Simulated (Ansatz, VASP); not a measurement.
**Cross-check of In3Ga5As8 (random alloy of the zinc-blende GaAs-InAs line, x = 0.375) between VASP and Ansatz**

Aim: how closely do two programs agree when they are given the same cell, functional and k mesh? Of the first pair: The structure shown is the start of the Ansatz relaxation below; VASP solves that cell, so the two are compared at the walk's first step.

Program: Ansatz 0.2.0. Level of theory: plane waves, with VASP 6.6.1 beside it; PBE. Results are calculated unless marked as measured.

## 1. Starting point

The cell holds 64 atoms: 20 Ga, 32 As and 12 In. Cell: a = 11.830 Å, b = 11.830 Å, c = 11.830 Å, α = 90.0°, β = 90.0°, γ = 90.0°. It derives from GaAs (zinc-blende GaAs-InAs), repeated 2×2×2. Zinc-blende GaAs-InAs: 64 atoms, 12 of 32 Ga sites given to In at random, cell and internal coordinates interpolated linearly between the end members (Vegard's rule); (so at first; earlier steps may have moved the atoms), displaced by a Gaussian of 0.02 A. Lattice constants are starting values near those of PBE.

## 2. Ansatz: relaxation, PBE

Ansatz runs on its default PAW (the set named soft_2) files.

The two programs are compared at the cell with which this relaxation starts, whose forces are those of its first step.

Input file input.yaml:

```yaml
crystal:
  lattice:
    - [11.83, 0.0, 0.0]
    - [0.0, 11.83, 0.0]
    - [0.0, 0.0, 11.83]
  atoms:
    - { symbol: Ga, position: [0.00275, 0.99897, 0.99911] }
    - { symbol: As, position: [0.12319, 0.12646, 0.12111] }
    - { symbol: In, position: [0.00295, 0.24871, 0.25054] }
    - { symbol: As, position: [0.12458, 0.37747, 0.37152] }
    - { symbol: In, position: [0.24945, 0.99935, 0.25192] }
    - { symbol: As, position: [0.37314, 0.12471, 0.37352] }
    - { symbol: Ga, position: [0.25007, 0.25099, 0.99814] }
    - { symbol: As, position: [0.37694, 0.37652, 0.12585] }
    - { symbol: Ga, position: [0.00152, 0.99884, 0.49979] }
    - { symbol: As, position: [0.12342, 0.12455, 0.6259] }
    - { symbol: Ga, position: [0.99883, 0.24933, 0.74884] }
    - { symbol: As, position: [0.12357, 0.37387, 0.87498] }
    - { symbol: In, position: [0.24811, 0.0004, 0.75281] }
    - { symbol: As, position: [0.37625, 0.12468, 0.8735] }
    - { symbol: Ga, position: [0.24874, 0.25286, 0.50009] }
    - { symbol: As, position: [0.37392, 0.37532, 0.62855] }
    - { symbol: In, position: [0.0002, 0.50104, 0.00051] }
    - { symbol: As, position: [0.1244, 0.62307, 0.12441] }
    - { symbol: Ga, position: [0.99965, 0.75099, 0.25142] }
    - { symbol: As, position: [0.12657, 0.87548, 0.3765] }
    - { symbol: In, position: [0.24872, 0.50212, 0.25087] }
    - { symbol: As, position: [0.3745, 0.62583, 0.37487] }
    - { symbol: In, position: [0.25191, 0.75257, 0.00369] }
    - { symbol: As, position: [0.37264, 0.87256, 0.12415] }
    - { symbol: Ga, position: [0.00027, 0.50148, 0.50053] }
    - { symbol: As, position: [0.12158, 0.62448, 0.6264] }
    - { symbol: Ga, position: [0.00039, 0.75129, 0.74962] }
    - { symbol: As, position: [0.12466, 0.87532, 0.87569] }
    - { symbol: In, position: [0.25034, 0.5002, 0.74887] }
    - { symbol: As, position: [0.37564, 0.62521, 0.87691] }
    - { symbol: Ga, position: [0.25203, 0.75031, 0.49937] }
    - { symbol: As, position: [0.37392, 0.87572, 0.62513] }
    - { symbol: Ga, position: [0.49942, 7.0e-05, 0.99895] }
    - { symbol: As, position: [0.62618, 0.12424, 0.12707] }
    - { symbol: Ga, position: [0.50068, 0.251, 0.24815] }
    - { symbol: As, position: [0.62529, 0.37625, 0.37339] }
    - { symbol: In, position: [0.74955, 6.0e-05, 0.24768] }
    - { symbol: As, position: [0.87553, 0.12643, 0.37355] }
    - { symbol: Ga, position: [0.75059, 0.24778, 0.99993] }
    - { symbol: As, position: [0.87227, 0.3769, 0.12569] }
    - { symbol: In, position: [0.49996, 0.99869, 0.50215] }
    - { symbol: As, position: [0.62833, 0.12186, 0.62709] }
    - { symbol: Ga, position: [0.50275, 0.25057, 0.74797] }
    - { symbol: As, position: [0.62646, 0.37469, 0.87398] }
    - { symbol: In, position: [0.74792, 0.00093, 0.75134] }
    - { symbol: As, position: [0.87395, 0.12588, 0.87307] }
    - { symbol: In, position: [0.75136, 0.25008, 0.49968] }
    - { symbol: As, position: [0.87483, 0.37647, 0.62627] }
    - { symbol: Ga, position: [0.5009, 0.50023, 0.00013] }
    - { symbol: As, position: [0.62605, 0.62539, 0.12615] }
    - { symbol: Ga, position: [0.49948, 0.74588, 0.25176] }
    - { symbol: As, position: [0.6287, 0.87575, 0.37483] }
    - { symbol: Ga, position: [0.74977, 0.4998, 0.25003] }
    - { symbol: As, position: [0.8731, 0.62413, 0.37331] }
    - { symbol: Ga, position: [0.75042, 0.7495, 0.00084] }
    - { symbol: As, position: [0.8747, 0.87667, 0.12536] }
    - { symbol: Ga, position: [0.5037, 0.49679, 0.49891] }
    - { symbol: As, position: [0.62652, 0.62927, 0.62458] }
    - { symbol: In, position: [0.50007, 0.74962, 0.75225] }
    - { symbol: As, position: [0.62451, 0.87615, 0.87446] }
    - { symbol: Ga, position: [0.74785, 0.50053, 0.75085] }
    - { symbol: As, position: [0.87719, 0.62481, 0.87396] }
    - { symbol: Ga, position: [0.75095, 0.75041, 0.50047] }
    - { symbol: As, position: [0.87488, 0.87696, 0.62562] }
kpoints:
  mp_grid: { grid: [1, 1, 1] }
hamiltonian:
  xc: pbe
scf:
  occupations: { method: fermi_dirac, width: 0.025 }
output:
  forces: true
relax:
  f_tol: 0.04
  max_steps: 150
  cell: {}
```

Run with:

```
ansatz run input.yaml --threads 4 --pin off --max-ram 8192MiB --backend cpu --events-out ev --progress --plain --runs-dir out
```

Numbers of over 12 decimals in the logs are rounded to 6 here.

What it wrote:

```text
Engine: ansatz 0.2.0, aarch64-unknown-linux-gnu
Pseudopotentials: kind: paw
Pseudopotential: Ga, paw, valence charge 13, recommended cutoff 420 eV (normal), Ga.paw.azcp
Pseudopotential: As, paw, valence charge 15, recommended cutoff 420 eV (normal), As.paw.azcp
Pseudopotential: In, paw, valence charge 13, recommended cutoff 420 eV (normal), In.paw.azcp
Functional definition: PBE
  parameter kappa = 0.804
  parameter beta = 0.066725
  exchange = pbe_x(kappa = kappa, mu = beta*pi^2/3)
  correlation = pbe_c(beta = beta)
Crystal: 64 atoms, lattice volume = 1655.595 Å³
Basis set: ecut = 420 eV, 32423 PW (Γ), exchange–correlation on 160×160×160 points (8 copies of the dense FFT grid, shifted against one another)
Bands: 538, of which v1, the nominal top of the filled ones, is band 448 counted from 1 (447 counted from 0)
Symmetry: 1 space group operations
Space group: P1 (ITA 1), of the structure as read, at distance tolerance 1.2e-4 Å
k-points: 1
Non-local potential: Ga, projectors of the file, l = 0: 2, l = 1: 2, l = 2: 3, l = 3: 1
Non-local potential: As, projectors of the file, l = 0: 2, l = 1: 2, l = 2: 3, l = 3: 1
Non-local potential: In, projectors of the file, l = 0: 2, l = 1: 2, l = 2: 2, l = 3: 2
PAW form: soft (Blöchl's): semilocal exchange-correlation on the pseudo side does not see the compensation charge
PAW one-centre angular grid: Ga, 590 points (default); XC on 64 Gauss nodes
PAW one-centre angular grid: As, 590 points (default); XC on 64 Gauss nodes
PAW one-centre angular grid: In, 590 points (default); XC on 64 Gauss nodes
Initial density: superposition of atomic densities (neutral atoms: chi_scale 0, normalization atom), corrected by the library's trained network
Initial wavefunctions: pseudopotential atomic-orbital guess
Functional: x = pbe(κ = 0.804, μ = 0.219515), c = pbe(β = 0.066725)
SCF iter   1: F=—  HF=-298241.609486 eV  |F-HF|=—  |Δ(HF+E_count)|=         —  Δρ=1.02e-3  dr2=2.78e-2  ethr=1.77e-3  ⟨swp⟩=6.0  Hψ=1990  notcnv=0
preconditioner: auto → LDOS  [metal: Δε(μ)=0.028 eV  Ē_g=14.070 eV  σ=0.025 eV  W_gap=0.26  n_scr=436 (ndim 8)  ℏωp=21.9 eV  f_vac=0.110  D(μ)=48.86/eV (n_scr^D=340)  β→1.0]
SCF iter   2: F=—  HF=-298241.586606 eV  |F-HF|=—  |Δ(HF+E_count)|=   2.29e-2  Δρ=7.41e-4  dr2=9.07e-3  ethr=3.10e-6  ⟨swp⟩=2.0  Hψ=1077  notcnv=0  defer=80
SCF iter   3: F=—  HF=-298241.582442 eV  |F-HF|=—  |Δ(HF+E_count)|=   4.16e-3  Δρ=2.48e-4  dr2=1.55e-3  ethr=1.01e-6  ⟨swp⟩=2.0  Hψ=907  notcnv=0  defer=80
SCF iter   4: F=—  HF=-298241.581945 eV  |F-HF|=—  |Δ(HF+E_count)|=   4.98e-4  Δρ=9.86e-5  dr2=5.71e-4  ethr=1.73e-7  ⟨swp⟩=2.0  Hψ=746  notcnv=0  defer=80
SCF iter   5: F=—  HF=-298241.581890 eV  |F-HF|=—  |Δ(HF+E_count)|=   5.44e-5  Δρ=5.96e-5  dr2=2.67e-4  ethr=6.37e-8  ⟨swp⟩=3.0  Hψ=907  notcnv=0  defer=80
SCF iter   6: F=—  HF=-298241.581839 eV  |F-HF|=—  |Δ(HF+E_count)|=   5.08e-5  Δρ=3.02e-5  dr2=7.01e-5  ethr=2.98e-8  ⟨swp⟩=2.0  Hψ=739  notcnv=0  defer=80
SCF iter   7: F=—  HF=-298241.581666 eV  |F-HF|=—  |Δ(HF+E_count)|=   1.74e-4  Δρ=1.63e-5  dr2=8.56e-6  ethr=7.82e-9  ⟨swp⟩=2.0  Hψ=643  notcnv=0  defer=80
SCF iter   8: F=—  HF=-298241.581664 eV  |F-HF|=—  |Δ(HF+E_count)|=   1.65e-6  Δρ=6.36e-6  dr2=1.16e-6  ethr=9.56e-10  ⟨swp⟩=2.0  Hψ=647  notcnv=0  defer=80
SCF iter   9: F=—  HF=-298241.581664 eV  |F-HF|=—  |Δ(HF+E_count)|=   8.71e-8  Δρ=2.07e-6  dr2=3.47e-7  ethr=1.29e-10  ⟨swp⟩=2.0  Hψ=782  notcnv=0  defer=80
SCF iter  10: F=—  HF=-298241.581664 eV  |F-HF|=—  |Δ(HF+E_count)|=   5.36e-8  Δρ=1.18e-6  dr2=1.46e-7  ethr=3.87e-11  ⟨swp⟩=2.0  Hψ=881  notcnv=0  defer=80
SCF iter  11: F=-298241.581664 eV  HF=-298241.581664 eV  |F-HF|=6.37e-8  |Δ(HF+E_count)|=   1.39e-8  Δρ=8.40e-7  dr2=6.42e-8  ethr=1.12e-11  ⟨swp⟩=3.0  Hψ=1436  notcnv=0
SCF 1 converged in 11 iterations: F = -298241.581664 eV  dr2 = 6.42e-8
  greatest PAW one-centre occupation: 0.999 electrons in one spin orbital (limit 2), on the As atom at site 23 (counted from 0), in its partial waves of l = 2
relax step   1: F+E_penalty+E_count = -298241.58166402 eV  Δ(F+E_penalty+E_count) = +0.000e0 eV  max|allowed force component| = 1.881e0 eV/Å  Δτ_max = 0.0000 Å  P = +1.879 GPa  Ω = 1655.595 Å³  (11 SCF iters, dr2 threshold 1.00e-7 eV, accepted)
Crystal: 64 atoms, lattice volume = 1708.175 Å³
Basis set: ecut = 420 eV, 33345 PW (Γ), exchange–correlation on 160×160×160 points (8 copies of the dense FFT grid, shifted against one another)
Initial density: handed on by an earlier stage of this run
Initial wavefunctions: those handed on with the density
iter 1 solved again at ethr=6.29e-5 eV; its pass at ethr=3.10e-3 eV (dr2=5.63e-1 eV) is discarded
SCF iter   1: F=—  HF=-298244.626683 eV  |F-HF|=—  |Δ(HF+E_count)|=         —  Δρ=7.28e-3  dr2=5.66e-1  ethr=6.29e-5  ⟨swp⟩=3.0  Hψ=2513  notcnv=0
[...]
atom  12  As    -0.00188974    -0.00565642     0.01083632
  atom  13  In     0.00539094    -0.00493702    -0.01768120
  atom  14  As     0.00132194     0.00276055     0.00622933
  atom  15  Ga     0.00020881     0.00287358    -0.01030218
  atom  16  As    -0.00678109    -0.00105226     0.00744782
  atom  17  In     0.00076996     0.00693953    -0.00794696
  atom  18  As    -0.00558524    -0.00822471     0.00896139
  atom  19  Ga     0.01150295     0.01067144    -0.00478593
  atom  20  As    -0.00642097    -0.01049055     0.00433623
  atom  21  In     0.00485672     0.00779517    -0.00168979
  atom  22  As    -0.00829751    -0.00670812     0.00764865
  atom  23  In     0.00614237     0.00631638    -0.01735544
  atom  24  As    -0.00604973    -0.00079548     0.00948243
  atom  25  Ga     0.01255554     0.00338284    -0.00648139
  atom  26  As    -0.00495270    -0.00752869     0.00909773
  atom  27  Ga     0.00469746     0.01061954    -0.01123699
  atom  28  As    -0.00204093    -0.00973307     0.00932614
  atom  29  In     0.00950187     0.00415611    -0.00377160
  atom  30  As    -0.01109280    -0.00443614     0.01005471
  atom  31  Ga     0.00870899     0.01084759    -0.01024883
  atom  32  As    -0.00793007    -0.00003801     0.01395869
  atom  33  Ga     0.00097453    -0.00295587    -0.00811950
  atom  34  As    -0.00363561     0.00106755     0.00593391
  atom  35  Ga     0.00290246     0.00453057    -0.01245932
[...]
atom  57  Ga     0.00710800     0.00466844    -0.00841246
  atom  58  As    -0.00597206    -0.00781027     0.00826624
  atom  59  In    -0.00058772     0.00528047    -0.00798482
  atom  60  As    -0.00210493    -0.00486267     0.01082844
  atom  61  Ga     0.00586080     0.00490393    -0.00969930
  atom  62  As    -0.00676052    -0.00421608     0.00817085
  atom  63  Ga     0.00645861     0.00580957    -0.00560633
  atom  64  As    -0.00512561    -0.00741771     0.00907428
  max |Σ_I F_I| component: 4.81e-6 eV/Å
--- Stress (GPa, compression-positive) ---
       -0.021658      -0.010767       0.010148
       -0.010767       0.015109      -0.002122
        0.010148      -0.002122       0.007170
  P = ⅓ Tr σ = 0.0002 GPa (0.002 kbar)
--- Relaxed structure (8 steps of the walk, 7 accepted, 1 SCFs on fresh bases) ---
  F+E_penalty+E_count = -298244.72458290 eV   max|allowed force component| = 1.768e-2 eV/Å   (the final SCF, on the basis selected at the relaxed cell)
  cell:  # Å, volume = 1684.4907 Å³
    - [11.913320, -0.048713, 0.043223]
    - [-0.048713, 11.885863, 0.052205]
    - [0.043223, 0.052205, 11.896701]
  atoms:
    - { symbol: Ga, position: [-0.00159403, 1.001544, 0.996503] }
    - { symbol: As, position: [0.125529, 0.123468, 0.112231] }
    - { symbol: In, position: [0.0010267, 0.250457, 0.249276] }
    - { symbol: As, position: [0.122975, 0.376354, 0.389648] }
    - { symbol: In, position: [0.251020, 1.000683, 0.249729] }
    - { symbol: As, position: [0.373311, 0.139892, 0.373243] }
    - { symbol: Ga, position: [0.255536, 0.248058, 0.996757] }
    - { symbol: As, position: [0.378672, 0.370804, 0.118298] }
    - { symbol: Ga, position: [0.00302655, 0.996908, 0.501105] }
    - { symbol: As, position: [0.118185, 0.131324, 0.618919] }
    - { symbol: Ga, position: [1.001419, 0.251069, 0.749626] }
    - { symbol: As, position: [0.125338, 0.362340, 0.876837] }
    - { symbol: In, position: [0.246849, 0.00442875, 0.749903] }
    - { symbol: As, position: [0.381986, 0.128438, 0.879435] }
    - { symbol: Ga, position: [0.251634, 0.254130, 0.501735] }
    - { symbol: As, position: [0.383043, 0.370292, 0.619507] }
    - { symbol: In, position: [-0.00516664, 0.500646, -0.00275812] }
    - { symbol: As, position: [0.117071, 0.628377, 0.134111] }
    - { symbol: Ga, position: [0.996705, 0.750553, 0.252679] }
    - { symbol: As, position: [0.118633, 0.868701, 0.379881] }
    - { symbol: In, position: [0.254425, 0.500314, 0.253049] }
    - { symbol: As, position: [0.381141, 0.631106, 0.381842] }
    - { symbol: In, position: [0.251145, 0.753462, 0.00212706] }
    - { symbol: As, position: [0.389773, 0.875681, 0.128415] }
    - { symbol: Ga, position: [-0.00135363, 0.504555, 0.501868] }
    - { symbol: As, position: [0.118666, 0.630098, 0.621532] }
    - { symbol: Ga, position: [-0.00410474, 0.751077, 0.744818] }
    - { symbol: As, position: [0.110132, 0.873361, 0.873938] }
    - { symbol: In, position: [0.250848, 0.497510, 0.745855] }
    - { symbol: As, position: [0.379755, 0.615240, 0.883611] }
    - { symbol: Ga, position: [0.246813, 0.748552, 0.497154] }
    - { symbol: As, position: [0.365441, 0.866861, 0.621837] }
    - { symbol: Ga, position: [0.503871, 0.0053787, 1.002328] }
    - { symbol: As, position: [0.620776, 0.132153, 0.122022] }
    - { symbol: Ga, position: [0.500273, 0.255632, 0.245007] }
    - { symbol: As, position: [0.618649, 0.381255, 0.367768] }
    - { symbol: In, position: [0.750531, -0.0030722, 0.245872] }
    - { symbol: As, position: [0.878239, 0.116027, 0.383250] }
    - { symbol: Ga, position: [0.746999, 0.253721, 0.997827] }
    - { symbol: As, position: [0.859046, 0.374778, 0.128147] }
    - { symbol: In, position: [0.498075, 1.001046, 0.497114] }
    - { symbol: As, position: [0.618147, 0.129486, 0.634095] }
    - { symbol: Ga, position: [0.501519, 0.255082, 0.752784] }
    - { symbol: As, position: [0.626659, 0.376920, 0.873682] }
    - { symbol: In, position: [0.754282, 0.000548901, 0.753076] }
    - { symbol: As, position: [0.879125, 0.133188, 0.881950] }
    - { symbol: In, position: [0.750880, 0.256548, 0.501913] }
    - { symbol: As, position: [0.881493, 0.382656, 0.634284] }
    - { symbol: Ga, position: [0.507047, 0.497163, 0.00095085] }
    - { symbol: As, position: [0.626081, 0.623782, 0.124868] }
    - { symbol: Ga, position: [0.505815, 0.746636, 0.249552] }
    - { symbol: As, position: [0.626067, 0.860901, 0.377212] }
    - { symbol: Ga, position: [0.746797, 0.503811, 0.249124] }
    - { symbol: As, position: [0.873900, 0.621085, 0.373314] }
    - { symbol: Ga, position: [0.751181, 0.749706, 0.00107434] }
    - { symbol: As, position: [0.881134, 0.868415, 0.119069] }
    - { symbol: Ga, position: [0.502978, 0.501142, 0.496913] }
    - { symbol: As, position: [0.632749, 0.616211, 0.618505] }
    - { symbol: In, position: [0.505029, 0.746623, 0.749222] }
    - { symbol: As, position: [0.624441, 0.875170, 0.889432] }
    - { symbol: Ga, position: [0.751383, 0.501310, 0.748999] }
    - { symbol: As, position: [0.866008, 0.631701, 0.867510] }
    - { symbol: Ga, position: [0.754778, 0.743949, 0.496654] }
    - { symbol: As, position: [0.876878, 0.869251, 0.618349] }
```

Reading the cycles: dr2 is the Hartree energy of the density residual (eV), the measure of convergence; HF is the Harris–Foulkes estimate of the energy, which meets the free energy F at convergence.

(Continued in part 2 of 2.)

[Lines on the potential files, build, host, timing and source positions are cut from VASP's logs without a mark.]

[Logs are printed without paths, hosts, clocks, repeated set-up lines and the standing remarks that a program may print on its own settings, such as how far it seeks lower states.]

[Hosts, paths, dates, database ids (printed as entryN), source tags and the programs' standing remarks are cut or masked in the printed files.]
